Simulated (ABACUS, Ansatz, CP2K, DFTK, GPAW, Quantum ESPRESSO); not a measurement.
Bi: bulk modulus by level of theory

```cif
data_structure
_symmetry_space_group_name_H-M 'Im-3m'
_symmetry_Int_Tables_number 229
_cell_length_a 3.9629
_cell_length_b 3.9629
_cell_length_c 3.9629
_cell_angle_alpha 90.000
_cell_angle_beta 90.000
_cell_angle_gamma 90.000
_cell_volume 62.23
loop_
_atom_site_label
_atom_site_type_symbol
_atom_site_symmetry_multiplicity
_atom_site_Wyckoff_symbol
_atom_site_fract_x
_atom_site_fract_y
_atom_site_fract_z
_atom_site_occupancy
Bi1 Bi 2 a 0.00000 0.00000 0.00000 1
```

This isn't the form of Bi at room conditions, which is rhombohedral.

```csv
rung,level,program and potentials,cutoff (eV),k mesh,smearing,spin,core time,chip,bulk modulus (GPa),notes
GGA,PBEsol,"Ansatz, Ansatz PAW",420,9 × 9 × 9,fermi-dirac 0.05,off,8.7 s,Intel Xeon Platinum 8259CL Skylake/Cascade Lake,60.3,"potentials made for PBE, which Ansatz adapts in part"
meta-GGA + dispersion,r2SCAN+D3(BJ),"Ansatz, Ansatz PAW",500,9 × 9 × 9,fermi-dirac 0.05,off,11 s,AMD EPYC 9B14 Zen 4,59.4,"potentials made for PBE, which Ansatz adapts in part"
GGA,WC,"ABACUS, PseudoDojo NC SR 0.4.1 PBEsol standard, plane waves",898,7 × 7 × 7,fermi-dirac 0.05,off,19 s,AMD EPYC 9R45 Zen 5,59.6,potentials made for PBEsol; fit through 4 volumes
LDA,LDA,"ABACUS, PseudoDojo NC SR 0.4.1 LDA standard, plane waves",966,7 × 7 × 7,fermi-dirac 0.05,off,26 s,Intel Xeon Platinum 8488C Sapphire Rapids,63.9,fit through 4 volumes
GGA,PBEsol,"Ansatz, all-electron LAPW, scalar-relativistic",-,9 × 9 × 9,fermi-dirac 0.05,off,27 s,Arm Neoverse V2,60.3,-
LDA,LDA,"Ansatz, Ansatz PAW",420,9 × 9 × 9,cold 0.05,"SOC, no magnetisation",28 s,Arm Neoverse V1,57.7,"potentials made for PBE, which Ansatz adapts in part"
LDA,LDA,"Quantum ESPRESSO, PseudoDojo 0.4.1 SR LDA standard",952,9 × 9 × 9,fermi-dirac 0.05,off,37 s,Intel Xeon 6975P-C Granite Rapids,65.5,-
meta-GGA,r2SCAN,"Ansatz, Ansatz PAW",500,9 × 9 × 9,fermi-dirac 0.05,off,37 s,Intel Xeon Skylake/Cascade Lake,56.8,"potentials made for PBE, which Ansatz adapts in part"
GGA + dispersion,BLYP+D3(BJ),"GPAW, PAW data sets generated for this functional",600,9 × 9 × 9,fermi-dirac 0.05,off,53 s,AMD EPYC 7R43 Zen 3,56.7,-
GGA,PBEsol,"Quantum ESPRESSO, PseudoDojo 0.4.1 SR PBEsol standard",898,9 × 9 × 9,fermi-dirac 0.05,off,84 s,Arm Neoverse V1,60.7,-
hybrid,HSE06,"Ansatz, Ansatz PAW",420,6 × 6 × 6,fermi-dirac 0.05,off,1.8 min,AMD EPYC 7R13 Zen 3,60.7,"coarse mesh; potentials made for PBE, which Ansatz adapts in part"
hybrid,r2SCAN0,"Ansatz, Ansatz PAW",500,5 × 5 × 5,fermi-dirac 0.05,off,1.9 min,Intel Xeon Ice Lake,65.5,"coarse mesh; potentials made for PBE, which Ansatz adapts in part"
LDA,LDA,"CP2K, GTH_POTENTIALS Bi GTH-PADE-q5; TZVP-MOLOPT-PBE-GTH basis",-,9 × 9 × 9,fermi-dirac 0.1,off,1.9 min,Arm Neoverse V2,61.8,atomic basis
LDA,LDA,"DFTK, PseudoDojo SR LDA 0.4.1 standard (LDA)",952,7 × 7 × 7,fermi-dirac 0.05,off,7.1 min,Intel Xeon Platinum 8259CL Skylake/Cascade Lake,63.0,-
```

Times are single runs on shared hosts and different chips, so they are rough; meshes, cutoffs and the tasks' sizes weigh on the time. Task: equation of state. Smearing widths are in eV. For a metal such meshes aren't converged. Meshes differ between rows, which moves values too. Meshes are those of the run's cell of 1 atom unless a note names another. Runs on faulty files, with rough fits or with known faults for this quantity aren't shown. PBE isn't shown for this crystal.

By rung: LDA 57.7 to 65.5; GGA 59.6 to 60.7; GGA + dispersion 56.7; meta-GGA + dispersion 59.4; meta-GGA 56.8; LDA in atomic bases 61.8; hybrid on coarse meshes 60.7 to 65.5 (GPa).
